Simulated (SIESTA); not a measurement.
Co:

```xyz
2
Lattice="2.4720 0.0000 0.0000 -1.2360 2.1408 0.0000 0.0000 0.0000 4.0211" Properties=species:S:1:pos:R:3 pbc="T T T"
Co    1.2360    0.7136    3.0159
Co    0.0000    1.4272    1.0053
```

Base run:

```yaml
Program: SIESTA 5.4.2
Functional: PBE
Potentials_or_basis: PseudoDojo 0.4 stringent (PBE files)
Basis: DZP (energy shift 0.003 Ry; two zetas on semicore shells)
Grid_cutoff: 800 Ry
Energy_shift: 0.003 Ry
k_mesh: 12 × 12 × 7
Occupations: fermi-dirac, width 0.05 eV
Spin: collinear spin, ferromagnetic start
Starting_moments: "[2.0, 2.0] μB"
```

Its results: band gap on the k mesh none (metal or under the smearing width); pressure 4.7 GPa; net moment 3.21 μB per cell; site moments Co +1.61 μB.

Task: After a change of settings the same cell gave: band gap on the k mesh none (metal or under the smearing width); pressure -5.2 GPa; net moment 3.19 μB per cell; site moments Co +1.60 μB. Which change was it?
A. potentials or basis from PseudoDojo 0.4 stringent (PBE files) to PseudoDojo 0.4 standard (PBE files)
B. functional from PBE to PBEsol; potentials or basis from PseudoDojo 0.4 stringent (PBE files) to PseudoDojo 0.4 standard (PBEsol files)
C. potentials or basis from PseudoDojo 0.4 stringent (PBE files) to SG15 1.2 (PBE files) or PseudoDojo by element
D. potentials or basis from PseudoDojo 0.4 stringent (PBE files) to SPMS 1.0 (PBE files) or PseudoDojo by element

Result: B.

Caveats: short orbitals over semicore shells can move pressures by several GPa; the basis of atomic orbitals isn't converged, which shifts pressures, moduli and gaps.
